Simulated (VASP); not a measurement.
A run of VASP 6.6.1 is set up as follows.

Contents of POSCAR:

```
Al
1.0
   -1.5912186900      1.5912186900      1.5912186900
    1.5912186900     -1.5912186900      1.5912186900
    1.5912186900      1.5912186900     -1.5912186900
Al
1
Direct
    0.0000000000      0.0000000000      0.0000000000
```

INCAR.step1

```
PREC     = Accurate       # precision mode
ENCUT    = 520            # plane-wave cutoff, eV
ISMEAR   = 0              # smearing method
SIGMA    = 0.1            # smearing width, eV
LREAL    = F              # projectors in reciprocal space
LASPH    = T              # aspherical terms in the spheres
NELM     = 100            # most SCF steps
NBANDS   = 8              # bands
GGA      = PE             # functional
ALGO     = Normal         # electronic algorithm
EDIFF    = 1E-4           # SCF threshold, eV
LWAVE    = T              # write WAVECAR
LCHARG   = F              # write CHGCAR
```

File INCAR.step2:

```
PREC     = Accurate       # precision mode
ENCUT    = 520            # plane-wave cutoff, eV
EDIFF    = 1E-7           # SCF threshold, eV
ISMEAR   = 0              # smearing method
SIGMA    = 0.1            # smearing width, eV
LREAL    = F              # projectors in reciprocal space
LASPH    = T              # aspherical terms in the spheres
NELM     = 100            # most SCF steps
ALGO     = Normal         # electronic algorithm
ISIF     = 2              # what is computed and relaxed
LWAVE    = F              # write WAVECAR
LCHARG   = F              # write CHGCAR
METAGGA  = R2SCAN         # meta-GGA
LMIXTAU  = T            
NBANDS   = 8              # bands
ISTART   = 1
```

The input KPOINTS:

```
Automatic mesh
0
Gamma
  8 8 8
```

Potentials or basis: VASP PAW PBE potentials, release 64 (Al).

Run with:

```console
$ cat potpaw_PBE.64/Al/POTCAR > POTCAR
$ cp INCAR.step1 INCAR
$ mpirun -np 1 vasp_std > vasp.out
$ cp INCAR.step2 INCAR
$ mpirun -np 1 vasp_std > vasp.out
```

**Question.** What does it give for the band gap on the k mesh?

**Answer.** None (metal or under the smearing width).

**Question.** What does it give for the pressure?

**Answer.** 0.0 GPa.

Caveat: the PAW data sets were made with another functional, which shifts forces and pressure a little.
